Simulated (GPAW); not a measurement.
# CuO (F-43m) in GPAW: single point with PBE

Aim: the single point of CuO with PBE.

Everything below comes from runs of GPAW 26.7.0. Logs are shortened: lines on timing, memory, paths and dates and some standing lists are left out, and cuts for length are marked. The log counts tension as positive stress, the text compression.

**1. Starting point**

Symmetry: F-43m, No. 216, cubic system. Conventional cell: a = 4.655 Å, b = 4.655 Å, c = 4.655 Å, α = 90.00°, β = 90.00°, γ = 90.00°. Around Cu (site symmetry -43m) lie 4 O at 2.02 Å. O (site symmetry -43m) has 4 Cu at 2.02 Å as nearest neighbours.

Measurements of this composition are mostly on another form, of space group No. 15.

**2. Single point, PBE**

Contents of run.py:

```python
from ase.dft.bandgap import bandgap
from ase.io import read, write
from ase.units import GPa
from gpaw import GPAW, PW

atoms = read('POSCAR')

calc = GPAW(mode=PW(650),
            xc='PBE',
            kpts={'size': (8, 8, 8), 'gamma': True},
            occupations={'name': 'fermi-dirac', 'width': 0.05},
            nbands=19,
            maxiter=120,
            txt='gpaw.txt')
atoms.calc = calc
energy = atoms.get_potential_energy()
forces = atoms.get_forces()
stress = atoms.get_stress()
calc.write('gs.gpw')
write('result.traj', atoms)
print(f'Energy: {energy:.6f} eV')
print('Forces (eV/A):')
print(forces.round(4))
print('Stress (GPa):', (stress / GPa).round(3))
print('Fermi level:', round(calc.get_fermi_level(), 4), 'eV')
print(f'Gap: {bandgap(calc)[0]:.4f} eV, direct: {bandgap(calc, direct=True)[0]:.4f} eV')
```

Contents of POSCAR:

```
CuO
1.0
    0.0000000000      2.3272527300      2.3272527300
    2.3272527300      0.0000000000      2.3272527300
    2.3272527300      2.3272527300      0.0000000000
Cu O
1 1
Direct
    0.0000000000      0.0000000000      0.0000000000
    0.2500000000      0.2500000000      0.2500000000
```

Potentials or basis: GPAW PAW data sets (gpaw-data 1.2.1), pw.

The run is started by

```bash
> OMP_NUM_THREADS=1 python run.py
```

gpaw.txt:

```text
__  _  _
 | _ |_)|_||  |
 |__||  | ||/\| - 26.7.0

Input parameters:
  mode=PW(ecut=650.0),
  kpts=MonkhorstPack(size=(8, 8, 8), gamma=True),
  maxiter=120,
  nbands=19,
  occupations=Occupations(name='fermi-dirac', width=0.05),
  xc=XC(name='PBE')

Diagonalizing LCAO Hamiltonian
Converting LCAO to pw mode

           O

       Cu

Atoms  # Å, Bohr magnetons
|   | symbol |        x |        y |        z |    initial magnetic moments |
|---|--------|----------|----------|----------|-----------------------------|
| 0 |     Cu | 0.000000 | 0.000000 | 0.000000 | ( 0.0000,  0.0000,  0.0000) |
| 1 |      O | 1.163626 | 1.163626 | 1.163626 | ( 0.0000,  0.0000,  0.0000) |

Unit cell  # Å
| periodic |        x |        y |        z |  lengths |    angles |
|----------|----------|----------|----------|----------|-----------|
|      yes | 0.000000 | 2.327253 | 2.327253 | 3.291232 | 60.000000 |
|      yes | 2.327253 | 0.000000 | 2.327253 | 3.291232 | 60.000000 |
|      yes | 2.327253 | 2.327253 | 0.000000 | 3.291232 | 60.000000 |

Number of symmetries: 24
Symmetry operations  # r_c * U_cc + t_c -> r_c
|    | kind |            matrix            |
|----|------|------------------------------|
|  0 |  E   |  1, 0, 0,  0, 1, 0,  0, 0, 1 |
|  1 |  σ   |  1, 0, 0,  0, 0, 1,  0, 1, 0 |
|  2 |  σ   |  1, 0,-1,  0, 1,-1,  0, 0,-1 |
|  3 |  C3  |  1, 0,-1,  0, 0,-1,  0, 1,-1 |
|  4 |  C3  |  1,-1, 0,  0,-1, 1,  0,-1, 0 |
|  5 |  σ   |  1,-1, 0,  0,-1, 0,  0,-1, 1 |
|  6 |  σ   |  0, 1, 0,  1, 0, 0,  0, 0, 1 |
|  7 |  C3  |  0, 1, 0,  0, 0, 1,  1, 0, 0 |
|  8 |  C2  |  0, 1,-1,  1, 0,-1,  0, 0,-1 |
|  9 |  S4  |  0, 1,-1,  0, 0,-1,  1, 0,-1 |
| 10 |  C3  |  0, 0, 1,  1, 0, 0,  0, 1, 0 |
| 11 |  σ   |  0, 0, 1,  0, 1, 0,  1, 0, 0 |
| 12 |  S4  |  0, 0,-1,  1, 0,-1,  0, 1,-1 |
| 13 |  C3  |  0, 0,-1,  0, 1,-1,  1, 0,-1 |
| 14 |  S4  |  0,-1, 1,  1,-1, 0,  0,-1, 0 |
| 15 |  C2  |  0,-1, 1,  0,-1, 0,  1,-1, 0 |
| 16 |  C3  |  0,-1, 0,  1,-1, 0,  0,-1, 1 |
| 17 |  S4  |  0,-1, 0,  0,-1, 1,  1,-1, 0 |
| 18 |  S4  | -1, 1, 0, -1, 0, 1, -1, 0, 0 |
| 19 |  C3  | -1, 1, 0, -1, 0, 0, -1, 0, 1 |
| 20 |  C3  | -1, 0, 1, -1, 1, 0, -1, 0, 0 |
| 21 |  S4  | -1, 0, 1, -1, 0, 0, -1, 1, 0 |
| 22 |  σ   | -1, 0, 0, -1, 1, 0, -1, 0, 1 |
| 23 |  C2  | -1, 0, 0, -1, 0, 1, -1, 1, 0 |

BZ-sampling:
  Number of BZ points: 512
  Number of IBZ points: 29

  Monkhorst-Pack size: [8, 8, 8]
  Monkhorst-Pack shift: [0.0625, 0.0625, 0.0625]

K-points  # in reciprocal-cell coordinates
|     |                                coordinates |     weight |
|-----|--------------------------------------------|------------|
|   0 | (  0.00000000,   0.00000000,   0.00000000) | 0.00195312 |
|   1 | (  0.12500000,   0.12500000,   0.00000000) | 0.01171875 |
|   2 | (  0.12500000,   0.12500000,   0.12500000) | 0.01562500 |
|   3 | (  0.25000000,   0.12500000,   0.12500000) | 0.02343750 |
|   4 | (  0.25000000,   0.25000000,   0.00000000) | 0.01171875 |
|   5 | (  0.25000000,   0.25000000,   0.12500000) | 0.04687500 |
|   6 | (  0.25000000,   0.25000000,   0.25000000) | 0.01562500 |
|   7 | (  0.37500000,   0.25000000,  -0.37500000) | 0.04687500 |
|   8 | (  0.37500000,   0.25000000,   0.12500000) | 0.04687500 |
|   9 | (  0.37500000,   0.25000000,   0.25000000) | 0.04687500 |
| ... |                                            |            |
|  28 | (  0.50000000,   0.50000000,   0.50000000) | 0.00781250 |

Plane wave coefficients: 960
Cutoff: 650.0 eV

Spin-components: 1 (collinear spins)
Bands:           19
Projectors:      11
Spin-degeneracy: 2
Datatype:        complex128

Parallelization:
  kpt:    1
  domain: 1
  band:   1

Density:
  Valence electrons: 17.0
  Components: 1
  Grid points: [20 20 20]
  Charge: 0.0  # |e|

Potential:
  Grid points: [20 20 20]

species:
  Cu:
    name:    Copper
    Z:       29.0
    valence: 11
    core:    18
    charge:  0.0  # [|e|]
    compensation charges:
      type: gauss
      rc: 0.33  # [Å]
      lmax: 2
    cutoffs:
      filter: 2.06  # [Å]
      core: 2.43  # [Å]
    projectors
    | kind |    occ | energy [eV] | rcut [Å] |
    |------|--------|-------------|----------|
    |   4s |  1.000 |      -4.609 |    1.164 |
    |   4p |  0.000 |      -0.698 |    1.164 |
    |   3d | 10.000 |      -5.039 |    1.058 |
    |    s |        |      22.603 |    1.164 |
    |    p |        |      26.513 |    1.164 |
    |    d |        |      22.172 |    1.058 |

    Using partial waves for Cu as LCAO basis

  O:
    name:    Oxygen
    Z:       8.0
    valence: 6
    core:    2
    charge:  0.0  # [|e|]
    compensation charges:
      type: gauss
      rc: 0.21  # [Å]
      lmax: 2
    cutoffs:
      filter: 1.17  # [Å]
      core: 0.83  # [Å]
    projectors
    | kind |    occ | energy [eV] | rcut [Å] |
    |------|--------|-------------|----------|
    |   2s |  2.000 |     -23.961 |    0.688 |
    |   2p |  4.000 |      -9.029 |    0.598 |
    |    s |        |       3.251 |    0.688 |
    |    p |        |      18.182 |    0.598 |
    |    d |        |       0.000 |    0.619 |

    Using partial waves for O as LCAO basis

Reference energy: -47062.304142  # eV

eigensolver:
  PPCG
  Converge bands: occupied
  niter=2

density mixing:
  MSR1-Mixer
  Pratt-step length: 0.05
  Maximum mixing coefficient: 0.75
  Old densities: 10
  SVD Regularization: 0.005
  Good broyden scale: 1.0
  Trust region scale: 1.0
  Backstep threshold: 4.0
  History deletion threshold: 6.0
  Fourier metric: weight=20.0, sigma=0.015

occupation numbers:
  Fermi-Dirac:
    width: 0.0500  # eV

poisson solver:
  ecut: 5200.0  # eV

xc functional:
  name: PBE with 2 nearest neighbor stencil

convergence criteria:
- Maximum [total energy] change in last 3 cyles: 0.0005 eV / valence electron
- Maximum integral of absolute [dens]ity change: 0.0001 electrons / valence electron
- Maximum integral of absolute [eigenst]ate change: 4e-08 eV^2 / valence electron
maximum number of iterations: 120

SCF iterations
|iter     | |      energy | eigst |  dens |
|---------|-|-------------|-------|-------|
|iter:   1| |  -12.623620 | -0.12 |       |
|iter:   2| |  -11.319889 | -2.00 | -0.88 |
|iter:   3| |   -9.635623 | -1.46 | -0.97 |
|iter:   4| |   -9.614451 | -3.81 | -1.56 |
|iter:   5| |   -9.595939 | -3.40 | -1.71 |
|iter:   6| |   -9.595930 | -5.20 | -2.83 |
|iter:   7| |   -9.595984c| -5.79 | -3.05 |
|iter:   8| |   -9.595977c| -7.01 | -3.86 |
|iter:   9| |   -9.595977c| -8.69c| -4.64c|

Converged in 9 steps
Energy contributions relative to reference atoms: (reference = -47062.304142)

Energy contributions:
  Kinetic:          -5.024089
  Coulomb:           0.943317
  Zero:              0.238002
  External:          0.000000
  Xc:               -5.742766
  Entropy:          -0.020882
  Spinorbit:         0.000000
  ----------------------------
  Free energy:      -9.606418
  Extrapolated:     -9.595977

dipole moment: (-11.125896, -11.125896, -11.125896)  # |e|*Ang

Fermi level: 3.738
Eigenvalues  # (at kpt = [0.000, 0.000, 0.000])
| band index |      eig [eV] | occ [0-2] |
|------------|---------------|-----------|
|          0 |       -14.534 |     2.000 |
|          1 |        -0.629 |     2.000 |
|          2 |        -0.629 |     2.000 |
|          3 |        -0.629 |     2.000 |
|          4 |         1.901 |     2.000 |
|          5 |         1.901 |     2.000 |
|          6 |         4.454 |     0.000 |
|          7 |         4.454 |     0.000 |
|          8 |         4.454 |     0.000 |
|          9 |         4.618 |     0.000 |
|         10 |        17.564 |     0.000 |
|         11 |        17.564 |     0.000 |
|         12 |        17.564 |     0.000 |
|         13 |        23.984 |     0.000 |
|        ... |               |           |
|         18 |        26.027 |     0.000 |

No gap
No difference between direct/indirect transitions

Forces  # eV/Ang
|       x |        y |        z |
|---------|----------|----------|
| 0.00000 | -0.00000 | -0.00000 |  # Cu   0
| 0.00000 |  0.00000 | -0.00000 |  # O    1

Stress tensor  # eV/Ang^3
|         x |         y |         z |
|-----------|-----------|-----------|
|  0.063843 |  0.000000 | -0.000000 |
|  0.000000 |  0.063843 | -0.000000 |
| -0.000000 | -0.000000 |  0.063843 |

# Writing to gs.gpw (mode='')
```

Wall time 11 s (1 thread of Arm Neoverse V1, shared host); peak memory 0.14 GiB.

Results:

- Free energy: -9.6064 eV
- Pressure: -10.2 GPa
- Band gap on the k mesh: none (metal or under the smearing width)

Levels at points of the mesh, in eV from the Fermi level:
| k point | band 5 | band 6 | band 7 | band 8 | band 9 | band 10 | band 11 | band 12 | band 13 | band 14 |
| --- | --- | --- | --- | --- | --- | --- | --- | --- | --- | --- |
| (0.00, 0.00, 0.00) | -1.84 | -1.84 | 0.72 | 0.72 | 0.72 | 0.88 | 13.83 | 13.83 | 13.83 | 20.25 |
| (0.50, 0.50, 0.00) | -2.04 | -1.64 | -1.28 | -1.02 | -1.02 | 5.77 | 9.20 | 11.35 | 14.11 | 14.11 |
| (0.50, 0.50, 0.50) | -1.74 | -1.74 | -1.66 | -0.01 | -0.01 | 5.81 | 7.62 | 13.49 | 13.49 | 17.31 |

Caveat: with this Cu data set, volumes or pressures lay over 1.5 % or 2 GPa off other programs in two to four cells of ten; the cutoff is short for stress and forces, so pressures can be off by a GPa or more; an odd number of electrons without spin polarisation forces a metal; a magnetic or distorted state may lie lower; the run has no spin polarisation, though such a crystal can be magnetic; semilocal functionals often make such compounds metallic where correlation or magnetic order opens a gap, which also shifts bond lengths.
